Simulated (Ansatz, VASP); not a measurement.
Given: the input of a run of Ansatz 0.2.0 on La.

File input.yaml:

```yaml
crystal:
  lattice:
    - [3.8235480841, 0.0, 0.0]
    - [-1.911774042, 3.3112897734, 0.0]
    - [0.0, 0.0, 6.1890498321]
  atoms:
    - { symbol: La, position: [0.6666666667, 0.3333333333, 0.75] }
    - { symbol: La, position: [0.3333333333, 0.6666666667, 0.25] }
hamiltonian:
  xc: pbe
  pseudopotentials: { kind: paw }
kpoints:
  mp_grid: { grid: [8, 8, 5] }
scf:
  occupations: { method: fermi_dirac, width: 0.05 }
output:
  forces: true
  stress: true
  eigenvalues: true
```

Potentials or basis: Ansatz PAW.

Launch:

```bash
$ ansatz run input.yaml --threads 1 --pin off --max-ram 3584MiB --backend cpu --events-out ev --progress --plain --runs-dir out
```

Task: Translate it to VASP 6.6.1. Potentials there: VASP PAW PBE potentials, release 64 (La).

Result: As run (the cutoff follows the program's own potentials):

INCAR

```
PREC = Accurate
ENCUT = 520
EDIFF = 1E-7
ISMEAR = -1
SIGMA = 0.05
LREAL = False
LASPH = True
NELM = 100
ALGO = Normal
ISIF = 2
LWAVE = False
LCHARG = False
GGA = PE
NBANDS = 18
```

KPOINTS

```
Automatic mesh
0
Gamma
  8 8 5
```

POSCAR

```
La
1.0
    3.8235480841      0.0000000000      0.0000000000
   -1.9117740420      3.3112897734      0.0000000000
    0.0000000000      0.0000000000      6.1890498321
La
2
Direct
    0.6666666667      0.3333333333      0.7500000000
    0.3333333333      0.6666666667      0.2500000000
```

Potentials or basis: VASP PAW PBE potentials, release 64 (La).

Command:

```console
$ cat potpaw_PBE.64/La/POTCAR > POTCAR
$ mpirun -np 1 vasp_std > vasp.out
```

Both were run:

|  | VASP | Ansatz | Ansatz less VASP |
| --- | --- | --- | --- |
| gap on the k mesh at the Fermi level (eV) | none | none | - |
| pressure (GPa) | -0.8 | -0.8 | -0.06 |
| largest component of the traceless stress (GPa) | 0.31 | 0.31 | +0.004 |

A gap of «none» marks a metal or a gap that the smearing closes.

The runs have no spin-orbit coupling, so splittings on La are missing.
